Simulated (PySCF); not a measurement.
# C5H6 (cyclopentadiene) at 6 levels

Wanted: a comparison of 6 runs (HF/3-21G, B2PLYP/6-31G*, BHLYP/6-31G*, BLYP/6-31G*, PBE/6-31G*, CCSD(T)/6-31G*) of C5H6 (cyclopentadiene). The job is set up through a Python script.

Program for the calculation: PySCF 2.14.0.

2 further runs of the same task are left out: 2 set aside as unsound or not needed.

### Step 1. The molecule

C5H6: 11 atoms, total charge 0, spin state singlet. SMILES: `C1=CCC=C1`. The coordinates come from a PBE0-D4/def2-TZVP relaxation.

Bond lengths: C1–C2 1.342 Å, C2–C3 1.493 Å, C3–C4 1.493 Å, C1–C5 1.460 Å, C4–C5 1.342 Å, C1–H6 1.082 Å, C2–H7 1.081 Å, C3–H8 1.098 Å, C3–H9 1.098 Å, C4–H10 1.081 Å, C5–H11 1.082 Å. Some angles: C1–C2–C3 109.1°, C2–C1–C5 109.2°, C2–C3–C4 103.4°, C3–C4–C5 109.1°, C1–C5–C4 109.2°, C1–C2–H7 126.8°, C3–C2–H7 124.1°, C2–C1–H6 126.1°, C5–C1–H6 124.7°, C2–C3–H8 112.0°.

### Step 2. The energy at HF/3-21G (run 1)

calc.py

```python
from pyscf import gto

molecule = gto.Mole()
molecule.atom = [
    ('C', (-1.190900, 0.435600, -0.253200)),
    ('C', (-0.728000, 0.015400, 0.934400)),
    ('C', (0.696000, -0.404800, 0.781800)),
    ('C', (0.975900, -0.162000, -0.664000)),
    ('C', (-0.129400, 0.325400, -1.248800)),
    ('H', (-2.189500, 0.800700, -0.455900)),
    ('H', (-1.275300, -0.023600, 1.866100)),
    ('H', (0.845500, -1.456900, 1.058000)),
    ('H', (1.366100, 0.173100, 1.432000)),
    ('H', (1.927600, -0.357200, -1.138600)),
    ('H', (-0.232600, 0.597500, -2.291400)),
]
molecule.basis = '3-21g'
molecule.max_memory = 1860
molecule.verbose = 3
molecule.build()

mf = molecule.RHF()
mf.conv_tol = 1e-10
mf.kernel()
if not mf.converged:
    mf = mf.newton().run(mf.mo_coeff, mf.mo_occ)

energy = mf.e_tot
print(f'total energy: {energy:.8f} hartree')
```

Started as:

```console
$ OMP_NUM_THREADS=1 python calc.py
```

Standard output:

```text
converged SCF energy = -191.71505441517
total energy: -191.71505442 hartree
```

Run time: 1.2 s. Hardware: 1 thread of Intel Xeon at 2.70GHz, shared host; peak memory 0.13 GiB.

### Step 3. A single-point energy at B2PLYP/6-31G(d) (spherical functions) (run 2)

input.py

```python
from pyscf import gto, dft, mp

molecule = gto.Mole()
molecule.atom = '''
C     -2.250475     0.823165    -0.478479
C     -1.375721     0.029102     1.765760
C      1.315249    -0.764961     1.477388
C      1.844184    -0.306136    -1.254778
C     -0.244531     0.614917    -2.359890
H     -4.137555     1.513104    -0.861526
H     -2.409968    -0.044598     3.526418
H      1.597763    -2.753142     1.999330
H      2.581555     0.327112     2.706088
H      3.642636    -0.675010    -2.151642
H     -0.439550     1.129111    -4.330118
'''
molecule.charge = 0
molecule.verbose = 3
molecule.max_memory = 1860
molecule.basis = '6-31g*'
molecule.unit = 'bohr'
molecule.build()

calc0 = dft.RKS(molecule)
calc0.xc = '0.53*HF + 0.47*B88, 0.73*LYP'
calc0.conv_tol = 1e-10
calc0.grids.level = 5
calc0.kernel()
if not calc0.converged:
    calc0 = calc0.newton().run(calc0.mo_coeff, calc0.mo_occ)

pt = mp.MP2(calc0, frozen=5).run()
e_tot = calc0.e_tot + 0.27 * pt.e_corr
print('PT2 part  %.8f' % (0.27 * pt.e_corr))
print('Final energy', e_tot)
```

Started as:

```console
$ OMP_NUM_THREADS=1 python input.py
```

Standard output:

```text
converged SCF energy = -193.65264989215
E(RMP2) = -194.427040245749  E_corr = -0.774390353598129
E(SCS-RMP2) = -194.411350273782  E_corr = -0.758700381631587
PT2 part  -0.20908540
Final energy -193.861735287622
```

It took 21 s on 1 thread of Intel Xeon at 2.70GHz, shared host; peak memory 0.41 GiB.

Runs 3 to 5 aren't shown in full; the table further down has their settings and results.

### Step 4. A single-point energy at CCSD(T)/6-31G(d) (spherical functions) (run 6)

run.py

```python
from pyscf import gto, scf, cc

molecule = gto.M(
    atom='''
C       -1.190900       0.435600      -0.253200
C       -0.728000       0.015400       0.934400
C        0.696000      -0.404800       0.781800
C        0.975900      -0.162000      -0.664000
C       -0.129400       0.325400      -1.248800
H       -2.189500       0.800700      -0.455900
H       -1.275300      -0.023600       1.866100
H        0.845500      -1.456900       1.058000
H        1.366100       0.173100       1.432000
H        1.927600      -0.357200      -1.138600
H       -0.232600       0.597500      -2.291400
''',
    basis='6-31g*',
    charge=0,
    verbose=4,
    max_memory=1860,
)

calc0 = scf.RHF(molecule)
calc0.conv_tol = 1e-10
calc0.kernel()
if not calc0.converged:
    calc0 = calc0.newton().run(calc0.mo_coeff, calc0.mo_occ)

mycc = cc.CCSD(calc0, frozen=5)
mycc.kernel()
e_t = mycc.ccsd_t()
e_final = mycc.e_tot + e_t
print('Final energy', e_final)
```

Started as:

```console
$ OMP_NUM_THREADS=1 python run.py
```

Standard output:

```text
PySCF version 2.14.0

[... 65 lines left out ...]
converged SCF energy = -192.789995531003
[... 12 lines left out ...]
Init t2, MP2 energy = -193.417796580217  E_corr(MP2) -0.627801049213062
[... 12 lines left out ...]
CCSD converged
[... 2 lines left out ...]
Final energy -193.48678222868259
```

Run time: 26 s. Hardware: 1 thread of Intel Xeon at 2.70GHz, shared host; peak memory 0.4 GiB.

### Step 5. Overview of the runs

```csv
run,level,frozen core orbitals,integration grid,energy (Eh),dipole moment (D) of the reference,HOMO energy (eV),LUMO energy (eV),wall time
1,HF/3-21G,–,–,-191.715054,0.45,-8.35,3.74,1.2 s
2,B2PLYP/6-31G* (spherical functions),5,5,-193.861735,0.40,-6.79,1.42,21 s
3,BHLYP/6-31G* (spherical functions),–,5,-193.972026,0.41,-6.88,1.08,20 s
4,BLYP/6-31G* (spherical functions),–,5,-193.989849,0.48,-4.72,-0.81,31 s
5,PBE/6-31G* (spherical functions),–,5,-193.830448,0.52,-4.95,-1.00,32 s
6,CCSD(T)/6-31G* (spherical functions),5,–,-193.486782,0.34,-8.20,3.79,26 s
```

### Step 6. Outcome

| quantity | value |
| --- | --- |
| run 6: total energy | -193.48678 Eh |
| run 6: dipole moment (Hartree–Fock density) | 0.34 D |
| run 6: HOMO energy (Hartree–Fock orbitals) | -8.20 eV |
| run 6: LUMO energy (Hartree–Fock orbitals) | 3.79 eV |
| run 6: HOMO–LUMO gap (Hartree–Fock orbitals) | 11.99 eV |
| run 6: correlation energy (5 core orbitals frozen) | -696.8 mEh |
| run 6: (T) correction | -26.65 mEh |
| run 6: T1 diagnostic | 0.011 |

Over runs 1, 2, 3, 4, 5 the dipole moment (its size) runs from 0.40 D (B2PLYP/6-31G*) to 0.52 D (PBE/6-31G*). A double hybrid's value is that of its SCF part. Over runs 1, 2, 3, 4, 5 the HOMO–LUMO gap runs from 3.91 eV (BLYP/6-31G*) to 12.09 eV (HF/3-21G). The two ends differ in method and basis. Totals of different functionals can't be ranked against each other. All runs together took 2.2 min, the longest 32 s.
